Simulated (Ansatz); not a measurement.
# Mo2COS MXene monolayer in a perpendicular field, part 3 of 3

What dipole does a perpendicular field induce in the Mo2COS MXene monolayer? A positive field points along +c.

Ansatz 0.2.0; plane-wave DFT, RPBE-D3(BJ), Ansatz PAW (the session's first sound run).

So far. Step 8 (Single point, field 0.35 V/Å): The dipole is 0.0438 e·Å, 0.101 e·Å from its value without field.

**9. Response, atoms held**

This step: plane-wave DFT, RPBE-D3(BJ), Ansatz PAW; response to a field along the normal, atoms held (Ansatz 0.2.0).

The dipoles give the slope, and the difference of two potentials shows where the field is screened.

Numbers from this step:

```yaml
equivalent_conductor_thickness_p_eps_0ae: 6.587 Å
distance_between_the_outer_atoms: 5.028 Å
```

The dipole of the cell by applied field:

```
applied field (V/Å)  dipole of the cell (e·Å)
             -0.200                    -0.115
             -0.100                   -0.0862
              0.000                   -0.0573
              0.100                   -0.0285
              0.200                    3.9e-4
              0.350                    0.0438
```

Local field over the applied field, running mean. From the potentials at -0.1 and 0.1 V/Å; running mean over 2.5 Å. Local field over applied field against z:

```
z (Å)  local field over applied field
  4.5                           0.999
  5.0                           0.997
  5.5                           0.990
  6.0                           0.971
  6.5                           0.922
  7.0                           0.818
  7.5                           0.660
  8.0                           0.480
  8.5                           0.297
  9.0                           0.150
  9.5                          0.0635
 10.0                          0.0245
 10.5                         0.00943
 11.0                          0.0105
 11.5                         0.00940
 12.0                          0.0114
 12.5                          0.0281
 13.0                          0.0738
 13.5                           0.164
 14.0                           0.310
 14.5                           0.481
 15.0                           0.658
 15.5                           0.813
 16.0                           0.923
 16.5                           0.974
 17.0                           0.992
 17.5                           0.998
 18.0                           0.999
 18.5                           1.000
```

Electrons, planar mean, per unit field. Induced electron density against z:

z (Å), induced electron density (e/Å³ per V/Å) and a bar from the least value:
```
     4.03    0.00000 ###############
     4.46    0.00000 ###############
     4.89    0.00001 ###############
     5.18    0.00002 ###############
     5.61    0.00006 ###############
     6.04    0.00015 ################
     6.48    0.00036 ################
     6.91    0.00082 ##################
     7.20    0.00140 #####################
     7.63    0.00284 ##########################
     8.06    0.00379 ##############################
     8.49    0.00216 ########################
     8.92    0.00104 ###################
     9.36    0.00088 ##################
     9.64   -0.00018 ##############
    10.07   -0.00088 ###########
    10.51    0.00060 #################
    10.94    0.00021 ################
    11.37    0.00017 ################
    11.66    0.00011 ###############
    12.09   -0.00030 ##############
    12.52   -0.00012 ##############
    12.95   -0.00073 ############
    13.39   -0.00002 ###############
    13.67   -0.00163 ########
    14.10   -0.00165 ########
    14.54   -0.00375 
    14.97   -0.00286 ####
    15.40   -0.00126 ##########
    15.83   -0.00050 #############
    16.12   -0.00027 ##############
    16.55   -0.00010 ###############
    16.98   -0.00003 ###############
    17.42   -0.00001 ###############
    17.85    0.00000 ###############
    18.13    0.00000 ###############
    18.57    0.00000 ###############
    19.00    0.00000 ###############
```

By hand: between -0.1 and 0.1 V/Å the dipole changes by 0.05767 e·Å, a slope of 0.2884 e·Å²/V. A perfect conductor of thickness t has p = ε₀AEt, so t = 180.95 × 0.2884 / 7.922 = 6.59 Å (e/ε₀ = 180.95 V·Å, A in Å²).

The induced dipole is that of a conductor 6.59 Å thick.

**10. With spin-orbit coupling, k-mesh 12×12×1**

This step: plane-wave DFT, PBE, fully relativistic PAW with spin-orbit coupling (Ansatz 0.2.0).

Heavy atoms split their bands by spin-orbit coupling, so this run uses fully relativistic files and two-component states.

input.yaml reads:

```yaml
crystal:
  lattice:
    - [3.0245511306, 0.0, 0.0]
    - [-1.5122755653, 2.6193381141, 0.0]
    - [0.0, 0.0, 23.0283228773]
  atoms:
    - { symbol: S, position: [0.3333333333, 0.6666666667, 0.3908230768] }
    - { symbol: Mo, position: [0.6666666667, 0.3333333333, 0.4635066887] }
    - { symbol: C, position: [0.0, 0.0, 0.511413289] }
    - { symbol: Mo, position: [0.3333333333, 0.6666666667, 0.5587225302] }
    - { symbol: O, position: [0.6666666667, 0.3333333333, 0.6091769232] }
kpoints:
  mp_grid: { grid: [12, 12, 1] }
  band_path: { path: [[0, 0, 0], [0.12, 0, 0]], npoints: 24 }
hamiltonian:
  xc: pbe
  pseudopotentials: { kind: paw_fr }
magnetization:
  noncollinear: true
  spin_orbit: true
scf:
  occupations: { method: fermi_dirac, width: 0.02585 }
  convergence: { dr2_threshold: 1.0e-09 }
efield:
  axis: 3
  dipole_correction: true
  ramp_position: 0.97
  ramp_width: 0.06
  amplitude: 0
output:
  write_potential: true
  write_density: true
  volumetric_format: npy
```

Started as:

```sh
$ ansatz run input.yaml --threads 2 --pin off --max-ram 3072MiB --backend cpu --events-out ev --progress --plain --runs-dir out
```

Numbers of over 12 decimals in the logs are rounded to 6 here.

Output:

```text
[...]
non-collinear run that drives no moment, with spin-orbit: no starting moment large enough to seed its density (crystal.atoms[].spin), no starting occupations that ask for one, no magnetisation constraint and no magnetic field, so the semilocal B_xc is pinned to zero
Crystal: 5 atoms, lattice volume = 182.438 Å³
Basis set: ecut = 420 eV, 3509 PW (Γ)
Bands: 54, of which v1, the nominal top of the filled ones, is band 44 counted from 1 (43 counted from 0)
Symmetry: 6 space group operations + 6 with time reversal
[...]
k-points: 19 of 144 (time reversal used)
Projection manifold: j_resolved (fully-relativistic pseudo-atomic orbitals)
[...]
SCF iter   1: F=—  HF=-11642.481954 eV  |F-HF|=—  |Δ(HF+E_count)|=         —  Δρ=1.11e-1  dr2=2.90e1  dr2_m=0.00e0 (ungated)  ethr=3.10e-3  |M|=0.00e0 ∫|m|=0.00e0 μB  |m|>n=0.0e0 m-floor=0.0e0 τ_xc=0.0e0  β_m=1.00  p=-0.000 e·Å  D=-1.51e-6 V/Å  ΔV_dip=0.00 eV  dr2_dipole=5.61e-2  V_vac-E_F(+/−)=5.96/5.96 eV  ⟨swp⟩=10.0  Hψ=6604  notcnv=0
[...]
spin=Noncollinear: LDOS preconditioning applied to the charge; magnetization (m_x, m_y, m_z) channels mix plain (no charge-response kernel on spin).
SCF iter   2: F=—  HF=-11640.587424 eV  |F-HF|=—  |Δ(HF+E_count)|=    1.89e0  Δρ=1.26e-1  dr2=3.37e1  dr2_m=0.00e0 (ungated)  ethr=3.10e-3  |M|=0.00e0 ∫|m|=0.00e0 μB  |m|>n=0.0e0 m-floor=0.0e0 τ_xc=0.0e0  β_m=0.71  p=-0.074 e·Å  D=-7.37e-2 V/Å  ΔV_dip=1.70 eV  dr2_dipole=4.17e-1  V_vac-E_F(+/−)=6.22/4.52 eV  ⟨swp⟩=5.5  Hψ=3403  notcnv=0  defer=68
[...]
SCF iter  12: F=-11635.010521 eV  HF=-11635.010521 eV  |F-HF|=6.09e-10  |Δ(HF+E_count)|=   3.09e-9  Δρ=3.52e-7  dr2=3.49e-10  dr2_m=0.00e0 (ungated)  ethr=2.27e-12  |M|=0.00e0 ∫|m|=0.00e0 μB  |m|>n=0.0e0 m-floor=0.0e0 τ_xc=0.0e0  p=-0.059 e·Å  D=-5.85e-2 V/Å  ΔV_dip=1.35 eV  dr2_dipole=6.32e-11  V_vac-E_F(+/−)=6.39/5.04 eV  ⟨swp⟩=12.5  Hψ=3777  notcnv=0
SCF 1 converged in 12 iterations: F = -11635.010521 eV  dr2 = 3.49e-10
[...]
SCF converged after 12 iterations
Magnetization: |M| = 0.0000 μB,  M = (+0.0000, +0.0000, +0.0000) μB
Absolute magnetization: 0.0000 μB (∫|m|)
  site 0: m = (+0.0000, +0.0000, +0.0000) μB, |m| = 0.0000 μB  (R = 1.00 Å)
  site 1: m = (+0.0000, +0.0000, +0.0000) μB, |m| = 0.0000 μB  (R = 0.85 Å)
  site 2: m = (+0.0000, +0.0000, +0.0000) μB, |m| = 0.0000 μB  (R = 0.85 Å)
  site 3: m = (+0.0000, +0.0000, +0.0000) μB, |m| = 0.0000 μB  (R = 0.85 Å)
  site 4: m = (+0.0000, +0.0000, +0.0000) μB, |m| = 0.0000 μB  (R = 0.87 Å)
Free energy (F): -11635.010521 eV
[...]
Internal energy: -11635.009663 eV  (E = F + TS)
E sigma→0 (E₀):  -11635.010092 eV
Entropy (-TS):   -0.000857 eV (-0.171 meV/atom)
Fermi energy:    1.382207 eV
Dipole field:    D = -0.058457 V/Å  (p = -0.058937 e·Å, saw-weighted, corrected)
Work function:   Φ+ = 6.3856 eV   Φ− = 5.0395 eV
[...]
--- Band table (eV; the first three rows and the last of 19) ---
  k-point 0: bands = [... 40 lower, 0.0827, 0.0827, 0.5308, 0.5308, 0.5834, 0.5834, 1.5994, 1.5994, ... 6 higher]
  k-point 1: bands = [... 40 lower, -0.3116, -0.2754, 0.6401, 0.6515, 0.8294, 0.8534, 1.6799, 1.6807, ... 6 higher]
  k-point 2: bands = [... 40 lower, -0.8232, -0.8053, 0.6539, 0.6633, 1.1030, 1.1209, 1.8107, 1.8343, ... 6 higher]
  k-point 18: bands = [... 40 lower, 0.6242, 0.6316, 0.7286, 0.7317, 1.2363, 1.2605, 2.4227, 2.5234, ... 6 higher]
```

Wall time 2.5 min (2 threads of Arm Neoverse N1, shared host); peak memory 0.99 GiB; 4 min of CPU time.

This step gave:

```yaml
energy_at_zero_smearing: -11635.0101 eV
work_function_upper_face: 6.386 eV
work_function_lower_face: 5.040 eV
dipole_along_the_normal: -0.05894 e·Å
step_between_the_vacuum_levels: 1.346 eV
```

Electronic bands along the path, in eV, zero at the Fermi level:

```
  point  band 43  band 44  band 45  band 46  band 47  band 48  band 49  band 50
      Γ    -0.85    -0.85    -0.80    -0.80     0.22     0.22     0.23     0.23
halfway    -0.77    -0.77    -0.65    -0.62     0.26     0.26     0.30     0.30
    end    -0.72    -0.71    -0.41    -0.40     0.36     0.37     0.58     0.60
```

The work function of the upper face is 6.39 eV.

**11. Spin splitting near the zone centre, field 0**

This step: plane-wave DFT, PBE, fully relativistic PAW with spin-orbit coupling; spin splitting near the zone centre (Ansatz 0.2.0).

Levels that meet at the zone centre are followed outwards; a split that grows in proportion to k gives the Rashba parameter as ΔE/2k.

This step gave:

- largest split over 2k that stays linear in k: 0.2626 eV Å

Groups of levels that meet at the zone centre and whose split, tested at two k, grows in proportion to k or stays under 1 meV; groups that fail this test are left out. Spin splitting, by row:

```
level at the first point (eV from the Fermi level)  states  split at k = 0.036 1/A (eV)  split over 2k (eV Å)
                                              -1.3       2                       0.0189                0.2626
                                            0.2172       2                      1.00e-4                     0
                                            0.2268       2                      1.00e-4                     0
                                             1.652       2                      1.00e-4                     0
                                             2.085       2                      7.00e-4                     0
```

**12. With spin-orbit coupling, k-mesh 12×12×1, field 0.1 V/Å**

This step: plane-wave DFT, PBE, fully relativistic PAW with spin-orbit coupling (Ansatz 0.2.0).

The same in a field along the normal.

input.yaml: that of step 10 with these lines changed.

```diff
@@ -28,3 +28,3 @@
   ramp_width: 0.06
-  amplitude: 0
+  amplitude: 0.1
 output:
```

Output:

```text
[...]
Crystal: 5 atoms, lattice volume = 182.438 Å³
Basis set: ecut = 420 eV, 3509 PW (Γ)
Bands: 54, of which v1, the nominal top of the filled ones, is band 44 counted from 1 (43 counted from 0)
Symmetry: 6 space group operations + 6 with time reversal
[...]
k-points: 19 of 144 (time reversal used)
[...]
k-point 0: bands = [... 40 lower, 0.0679, 0.0679, 0.5115, 0.5115, 0.5642, 0.5642, 1.5802, 1.5802, ... 6 higher]
  k-point 1: bands = [... 40 lower, -0.3287, -0.2933, 0.6211, 0.6325, 0.8122, 0.8357, 1.6609, 1.6618, ... 6 higher]
  k-point 2: bands = [... 40 lower, -0.8415, -0.8252, 0.6347, 0.6441, 1.0838, 1.1025, 1.7920, 1.8157, ... 6 higher]
  k-point 18: bands = [... 40 lower, 0.6037, 0.6109, 0.7081, 0.7114, 1.2185, 1.2424, 2.4013, 2.5020, ... 6 higher]
[key lines of the parts left out:]
SCF converged after 12 iterations
Magnetization: |M| = 0.0000 μB,  M = (+0.0000, +0.0000, +0.0000) μB
Free energy (F): -11635.006068 eV
Fermi energy:    1.361873 eV
Dipole field:    D = -0.029843 V/Å  (p = -0.030088 e·Å, saw-weighted, corrected)
```

Run time: 2.4 min. Hardware: 2 threads; peak memory 0.99 GiB.

This step gave:

```yaml
energy_at_zero_smearing: -11635.0056 eV
dipole_along_the_normal: -0.03009 e·Å
```

The dipole is -0.0301 e·Å.

**13. Spin splitting near the zone centre, field 0.1 V/Å**

This step: plane-wave DFT, PBE, fully relativistic PAW with spin-orbit coupling; spin splitting near the zone centre (Ansatz 0.2.0).

Numbers from this step:

- largest split over 2k that stays linear in k: 0.2612 eV Å

**14. Varying the input**

This step: plane-wave DFT, RPBE-D3(BJ), Ansatz PAW (Ansatz 0.2.0).

A run with a changed input: it repeats the earlier run at 0.1 V/Å with efield.dipole_correction from true to false and efield.ramp_width from 0.06 to 0.04.

input.yaml, the sections that differ from step 12:

```yaml
kpoints:
  mp_grid: { grid: [18, 18, 1] }
  band_path:
    path: [[0, 0, 0], [0.5, 0, 0], [0.33333333, 0.33333333, 0], [0, 0, 0]]
    npoints: 16
hamiltonian:
  xc: rpbe
  dispersion: d3bj
scf:
  occupations: { method: fermi_dirac, width: 0.02585 }
  convergence: { dr2_threshold: 1.0e-10 }
efield:
  axis: 3
  dipole_correction: false
  ramp_position: 0.97
  ramp_width: 0.04
  amplitude: 0.1
# crystal, output: as in step 12
# magnetization: removed
```

Output:

```text
[...]
Crystal: 5 atoms, lattice volume = 182.438 Å³
Basis set: ecut = 420 eV, 3509 PW (Γ)
Bands: 27, of which v1, the nominal top of the filled ones, is band 22 counted from 1 (21 counted from 0)
Symmetry: 6 space group operations
[...]
k-points: 37 of 324 (time reversal used)
[...]
SCF iter   1: F=—  HF=-11662.641567 eV  |F-HF|=—  |Δ(HF+E_count)|=         —  Δρ=8.92e-3  dr2=1.27e0  ethr=1.77e-3  p=-0.059 e·Å  V_vac-E_F(+/−)=6.65/4.45 eV  ⟨swp⟩=11.6  Hψ=6662  notcnv=0
[...]
SCF iter  10: F=-11662.580208 eV  HF=-11662.580208 eV  |F-HF|=6.91e-11  |Δ(HF+E_count)|=   2.43e-9  Δρ=1.19e-7  dr2=2.84e-11  ethr=1.00e-12  p=-0.040 e·Å  V_vac-E_F(+/−)=6.68/4.51 eV  ⟨swp⟩=5.4  Hψ=3229  notcnv=0
SCF 1 converged in 10 iterations: F = -11662.580208 eV  dr2 = 2.84e-11
[...]
SCF converged after 10 iterations
Free energy (F): -11662.580208 eV
[...]
Internal energy: -11662.574337 eV  (E = F + TS)
E sigma→0 (E₀):  -11662.577273 eV
Entropy (-TS):   -0.005871 eV (-1.174 meV/atom)
Fermi energy:    1.504273 eV
Dipole field:    D = -0.039577 V/Å  (p = -0.039902 e·Å, saw-weighted)
Work function:   not extracted (applied field tilts the vacuum); planar V_es + V_field profile in the machine report
[...]
--- Band table (eV; the first three rows and the last of 37) ---
  k-point 0: bands = [... 18 lower, -1.0702, -1.0702, 0.2034, 0.6740, 0.6740, 1.7313, 1.7313, 3.1709, ... 1 higher]
  k-point 1: bands = [... 18 lower, -1.1741, -1.1382, -0.0103, 0.7304, 0.8450, 1.7651, 1.7986, 3.2861, ... 1 higher]
  k-point 2: bands = [... 18 lower, -1.2338, -1.2279, -0.3487, 0.7872, 1.0653, 1.8537, 2.0426, 3.1566, ... 1 higher]
  k-point 36: bands = [... 18 lower, -2.8523, -2.6327, 0.7554, 0.8567, 1.3729, 2.5930, 3.1872, 3.2221, ... 1 higher]
```

It took 45 s on 2 threads; peak memory 0.5 GiB; 68 s of CPU time.

```
                     quantity  this run  earlier run  difference
dipole along the normal (e·Å)  -0.03990     -0.02849      -0.011
```

With the dipole correction off, the periodic images add a field of their own to the typed one.

It moves by -0.0114 e·Å.

These numbers are not those of the isolated slab.

**15. A changed input**

An input spoilt on purpose, to show how the run answers: it repeats the earlier run at 0.1 V/Å with efield.axis from 3 to 2, and scf.max_iter set to 60.

input.yaml: that of step 14 with these lines changed.

```diff
@@ -22,7 +22,8 @@
   convergence: { dr2_threshold: 1.0e-10 }
+  max_iter: 60
 efield:
-  axis: 3
-  dipole_correction: false
+  axis: 2
+  dipole_correction: true
   ramp_position: 0.97
-  ramp_width: 0.04
+  ramp_width: 0.06
   amplitude: 0.1
```

Output:

```text
Engine: ansatz 0.2.0, aarch64-unknown-linux-gnu
Pseudopotentials: kind: paw
Pseudopotential: S, paw, valence charge 6, recommended cutoff 420 eV (normal), S.paw.azcp
Pseudopotential: Mo, paw, valence charge 14, recommended cutoff 420 eV (normal), Mo.paw.azcp
Pseudopotential: C, paw, valence charge 4, recommended cutoff 420 eV (normal), C.paw.azcp
Pseudopotential: O, paw, valence charge 6, recommended cutoff 420 eV (normal), O.paw.azcp
Functional definition: RPBE
  parameter kappa = 0.804
  parameter beta = 0.066725
  exchange = rpbe_x(kappa = kappa, mu = beta*pi^2/3)
  correlation = pbe_c(beta = beta)
Crystal: 5 atoms, lattice volume = 182.438 Å³
Basis set: ecut = 420 eV, 3509 PW (Γ)
Bands: 27, of which v1, the nominal top of the filled ones, is band 22 counted from 1 (21 counted from 0)
Symmetry: 2 space group operations
k-points: 91 of 324 (time reversal used)
Non-local potential: S, projectors of the file, l = 0: 2, l = 1: 2, l = 2: 2
Non-local potential: Mo, projectors of the file, l = 0: 3, l = 1: 2, l = 2: 2, l = 3: 1
Non-local potential: C, projectors of the file, l = 0: 2, l = 1: 2, l = 2: 1
Non-local potential: O, projectors of the file, l = 0: 2, l = 1: 2, l = 2: 1
PAW form: soft (Blöchl's): semilocal exchange-correlation on the pseudo side does not see the compensation charge
PAW frozen core: S, regenerated for the run's functional, and the local potential with it (the file was generated under x = pbe(κ = 0.804, μ = 0.219515), c = pbe(β = 0.066725))
PAW frozen core: Mo, regenerated for the run's functional, and the local potential with it (the file was generated under x = pbe(κ = 0.804, μ = 0.219515), c = pbe(β = 0.066725))
PAW frozen core: C, regenerated for the run's functional, and the local potential with it (the file was generated under x = pbe(κ = 0.804, μ = 0.219515), c = pbe(β = 0.066725))
PAW frozen core: O, regenerated for the run's functional, and the local potential with it (the file was generated under x = pbe(κ = 0.804, μ = 0.219515), c = pbe(β = 0.066725))
PAW one-centre angular grid: S, 110 points (default); XC on 64 Gauss nodes
PAW one-centre angular grid: Mo, 590 points (default); XC on 64 Gauss nodes
PAW one-centre angular grid: C, 110 points (default); XC on 64 Gauss nodes
PAW one-centre angular grid: O, 110 points (default); XC on 64 Gauss nodes
Initial density: superposition of atomic densities (neutral atoms: chi_scale 0, normalization atom, screened)
Initial wavefunctions: pseudopotential atomic-orbital guess
Functional: x = rpbe, c = pbe(β = 0.066725)
Error: efield: ion 2 (C) at fractional coordinate 0.0000 along the field axis lies inside the sawtooth ramp with 2 of the planes that the density is read on at each end, [0.8867, 0.1133] — the ramp must sit in vacuum (an ion there feels the fictitious reversed slope); set or move the ramp (efield.ramp_position / ramp_width) or move the geometry
```

Wall time 1.3 s (2 threads); peak memory 0.39 GiB.

The input was rejected at the start.

The program's message: “Error: efield: ion 2 (C) at fractional coordinate 0.0000 along the field axis lies inside the sawtooth ramp with 2 of the planes that the density is read on at each end, [0.8867, 0.1133] — the ramp mu …”

The fault put into the input: the field along an axis without vacuum.

**16. Outcome**

| Item | Value |
| --- | --- |
| gap without field | none |
| work function, upper face | 6.25 eV |
| step between the vacuum levels | 1.31 eV |
| equivalent conductor thickness, atoms held | 6.59 Å |
| largest split over 2k that stays linear in k at 0 V/Å | 0.263 eV Å |
| largest split over 2k that stays linear in k at 0.1 V/Å | 0.261 eV Å |

The induced dipole equals that of a perfect conductor 6.59 Å thick, while the outer atoms lie 5.03 Å apart. The two faces differ: the vacuum level above lies 1.31 eV higher than the one below. There is no gap over 0.03 eV, with or without the field. The main runs have no spin polarisation; a magnetic state could lie lower and would change these results. The field series itself is without spin-orbit coupling. RPBE with D3(BJ) overbinds, and the relaxed cell is some per cent too small. The MXene's terminations sit over the metal atoms of its far layer; the site over carbon or nitrogen, which some compounds prefer, was not run. With this functional, D3(BJ) tends to leave the relaxed cell short of measured lattice constants, by some per cent.

[Logs are printed without paths, hosts, clocks, repeated set-up lines and the standing remarks that a program may print on its own settings, such as how far it seeks lower states.]

[Hosts, paths, dates, database ids (printed as entryN), source tags and the programs' standing remarks are cut or masked in the printed files.]

[Maps of the electrostatic potential energy from Ansatz leave out the sawtooth potential of an applied field or a dipole correction, so their vacuum need not be flat; planar profiles and work functions include it.]
